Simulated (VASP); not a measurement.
## KMgF3: single point with PBE

Crystal: KMgF3.

```
CELL_PARAMETERS angstrom
3.75088 0.00000 0.00000
0.00000 3.75088 0.00000
0.00000 0.00000 4.50105
ATOMIC_POSITIONS crystal
K 0.50000 0.50000 0.50000
Mg 0.00000 0.00000 0.00000
F 0.50000 0.00000 0.00000
F 0.00000 0.50000 0.00000
F 0.00000 0.00000 0.50000
```

```
Program                : VASP 6.6.1
Task                   : single point
Functional             : PBE
Potentials or basis    : VASP PAW PBE potentials, release 64 (K_sv, Mg, F)
Cutoff                 : 520 eV
k mesh                 : 6 × 6 × 6
Occupations            : gaussian, width 0.05 eV
Spin                   : no spin polarisation
Dipole correction      : no
Further INCAR settings : ALGO = Normal; EDIFF = 1e-07; NBANDS = 24
```

| Quantity | Value |
| --- | --- |
| Pressure | 7.3 GPa |
| Band gap on the k mesh | 7.09 eV, indirect (least direct gap 7.43 eV) |

Stress tensor (GPa, compression positive):
```
12.80  0.00  0.00
 0.00 12.80  0.00
 0.00  0.00 -3.82
```

Levels at points of the mesh, in eV from the valence-band top:
```
           k point  band 13  band 14  band 15  band 16  band 17  band 18  band 19  band 20
(0.00, 0.00, 0.00)    -0.65    -0.41    -0.34    -0.34     7.09     9.62    10.42    11.89
(0.50, 0.00, 0.00)    -1.21    -0.94    -0.63    -0.56    10.14    10.31    11.44    11.78
(0.50, 0.50, 0.00)    -1.36    -0.54    -0.54     0.00    10.90    11.83    11.83    12.03
(0.00, 0.00, 0.50)    -0.65    -0.65    -0.48    -0.48     9.60     9.98    10.23    12.69
(0.50, 0.00, 0.50)    -1.28    -1.06    -0.79    -0.34    10.48    11.38    11.90    12.43
(0.50, 0.50, 0.50)    -0.96    -0.17    -0.17     0.00    10.15    10.15    10.28    12.46
```

Wall time 81 s on 1 thread of AMD EPYC 7R43 64-Core Processor (Zen 3), on a shared host, peak memory 0.17 GiB.

A k mesh can miss the band edges.
